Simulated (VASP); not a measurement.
## GaP: band structure with MS2

**Measured values to compare with.**

“Stacking defects in GaP nanowires: Electronic structure and optical properties”, 2018, arxiv:1810.01194 quotes, for a bulk crystal of GaP at 10 K: band gap 2.34 eV (indirect).

GaP:

```
Ga P
1.0
     0.00000    2.72525    2.72525
     2.72525    0.00000    2.72525
     2.72525    2.72525    0.00000
Ga P
1 1
Direct
  0.00000 0.00000 0.00000
  0.75000 0.75000 0.75000
```

- Program: VASP 6.6.1
- Task: band structure
- Functional: MS2
- Potentials or basis: VASP PAW PBE potentials, release 64 (Ga_d, P)
- Cutoff: 520 eV
- k mesh: 8 × 8 × 8
- Occupations: fermi-dirac, width 0.05 eV
- Spin: no spin polarisation
- Further INCAR settings: ALGO = Normal; EDIFF = 1e-06; NBANDS = 16

| Property | Result |
| --- | --- |
| Pressure | -0.7 GPa |
| Band gap on the k mesh | 1.92 eV, indirect (least direct gap 2.41 eV) |
| Band gap along the path | 1.89 eV, indirect (least direct gap 2.41 eV) |

Levels at the corners of the path, in eV from the valence-band top:
```tsv
point	band 7	band 8	band 9	band 10	band 11	band 12
Γ	0.00	0.00	0.00	2.41	4.33	4.33
X	-6.77	-2.68	-2.68	1.92	2.20	11.39
X	-6.77	-2.68	-2.68	1.92	2.20	11.39
W	-6.56	-3.56	-3.41	4.96	5.46	6.40
W	-6.56	-3.56	-3.41	4.96	5.46	6.40
K	-6.56	-3.93	-2.25	2.53	5.20	8.69
K	-6.56	-3.93	-2.25	2.53	5.20	8.69
Γ	0.00	0.00	0.00	2.41	4.33	4.33
Γ	0.00	0.00	0.00	2.41	4.33	4.33
L	-6.66	-1.12	-1.12	2.13	5.15	5.15
L	-6.66	-1.12	-1.12	2.13	5.15	5.15
U	-6.56	-3.93	-2.25	2.53	5.20	8.69
U	-6.56	-3.93	-2.25	2.53	5.20	8.69
W	-6.56	-3.56	-3.41	4.96	5.46	6.40
W	-6.56	-3.56	-3.41	4.96	5.46	6.40
L	-6.66	-1.12	-1.12	2.13	5.15	5.15
L	-6.66	-1.12	-1.12	2.13	5.15	5.15
K	-6.56	-3.93	-2.25	2.53	5.20	8.69
U	-6.56	-3.93	-2.25	2.53	5.20	8.69
X	-6.77	-2.68	-2.68	1.92	2.20	11.39
```

It took 12 min on 1 thread of AMD EPYC 7571, with other jobs on the host, peak memory 0.14 GiB.

Against the measured gap of GaP, 2.34 eV (indirect; 10 K; quoted in “Stacking defects in GaP nanowires: Electronic structure and optical properties”, 2018, arxiv:1810.01194), the calculated 1.89 eV is off by -0.45 eV. Spin-orbit coupling on Ga is left out. The value is that of MS2, without temperature or zero-point motion.

Caveat: the PAW data sets were made with another functional, which shifts forces and pressure a little.
